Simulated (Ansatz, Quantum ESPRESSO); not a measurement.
# AuAl: the pressure in 2 programs

The cell as given:

The structure is cubic, space group Pm-3m (No. 221). Conventional cell: a = 3.224 Å, b = 3.224 Å, c = 3.224 Å, α = 90.00°, β = 90.00°, γ = 90.00°. Au (site symmetry m-3m) is surrounded by 8 Al at 2.79 Å. Around Al (site symmetry m-3m) lie 8 Au at 2.79 Å.

The cell comes from a database or a generator and needn't be the stable form of this composition.

Kept alike: task relaxation of cell and atoms; functional PBEsol; k mesh 8 × 8 × 8; occupations fermi-dirac, width 0.05 eV; no spin polarisation. The mesh is that of the run's cell of 2 atoms. No spin-orbit coupling.

- A: Ansatz, all-electron LAPW, scalar-relativistic
- B: Quantum ESPRESSO, GBRV 1.5 PBEsol, cutoff 707 eV

```csv
pressure (GPa),A: volume (Å³/atom),B: volume (Å³/atom)
0,16.018,15.992
5,15.457,15.430
10,14.999,?
20,14.281,14.257
```

Values hold for each row's relaxed cell, which stops near the pressure aimed at. The runs follow the start's structure, whether or not it is the stable one at these pressures.

Estimate the value left open.

In the median of the other rows B lies -0.026 Å³/atom from the other column, which points to 14.973; the run gave 14.972 Å³/atom, -0.001 from it.
